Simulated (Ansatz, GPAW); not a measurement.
Given: the input of a run of GPAW 26.7.0 (ASE script) on Sn. 

Contents of run.py:

```python
from ase import Atoms
from ase.dft.bandgap import bandgap
from ase.io import write
from ase.units import GPa
from gpaw import GPAW, PW

atoms = Atoms(['Sn', 'Sn'],
              cell=[[-2.9401404553, 2.9401404553, 1.5993019889],
                    [2.9401404553, -2.9401404553, 1.5993019889],
                    [2.9401404553, 2.9401404553, -1.5993019889]],
              scaled_positions=[[0.0, 0.0, 0.0],
                                [0.75, 0.25, 0.5]],
              pbc=True)

calc = GPAW(mode=PW(600),
            xc='PBE',
            kpts={'size': (9, 9, 9), 'gamma': True},
            occupations={'name': 'methfessel-paxton', 'order': 0, 'width': 0.015},
            nbands=24,
            convergence={'density': 1e-05, 'energy': 1e-05},
            maxiter=150,
            txt='gpaw.txt')
atoms.calc = calc
energy = atoms.get_potential_energy()
forces = atoms.get_forces()
stress = atoms.get_stress()
calc.write('gs.gpw')
write('result.traj', atoms)
print(f'Energy: {energy:.6f} eV')
print('Forces (eV/A):')
print(forces.round(4))
print('Stress (GPa):', (stress / GPa).round(3))
print('Fermi level:', round(calc.get_fermi_level(), 4), 'eV')
print(f'Gap: {bandgap(calc)[0]:.4f} eV, direct: {bandgap(calc, direct=True)[0]:.4f} eV')
```

Potentials or basis: GPAW PAW data sets (gpaw-data 1.2.1), pw.

Launch:

```bash
$ OMP_NUM_THREADS=1 python run.py
```

Problem. Translate it to Ansatz 0.2.0. Potentials or basis there: all-electron LAPW, scalar-relativistic.

Solution. As run (cutoffs and basis follow the program's own potentials, and thresholds, step limits or extra output files can differ):

The input input.yaml:

```yaml
crystal:
  lattice:
    - [-2.9401404553, 2.9401404553, 1.5993019889]
    - [2.9401404553, -2.9401404553, 1.5993019889]
    - [2.9401404553, 2.9401404553, -1.5993019889]
  atoms:
    - { symbol: Sn, position: [0.0, 0.0, 0.0] }
    - { symbol: Sn, position: [0.75, 0.25, 0.5] }
kpoints:
  mp_grid: { grid: [9, 9, 9] }
scf:
  occupations: { method: gaussian, width: 0.015 }
hamiltonian:
  xc: pbe
  pseudopotentials: { kind: all_electron, lapw: { basis_error: 0.001 } }
output:
  forces: true
  stress: true
  eigenvalues: true
```

Potentials or basis: all-electron LAPW, scalar-relativistic.

The run is started by

```bash
$ ansatz run input.yaml --threads 1 --pin off --max-ram 3072MiB --backend cpu --events-out ev --progress --plain --runs-dir out
```

Both were run:

|  | GPAW | Ansatz |
| --- | --- | --- |
| Pressure | 1.1 GPa | 1.4 GPa |

Where Ansatz's input types no cutoff or centring, it takes its own default and a Γ-centred mesh.

Pressure is positive in compression.
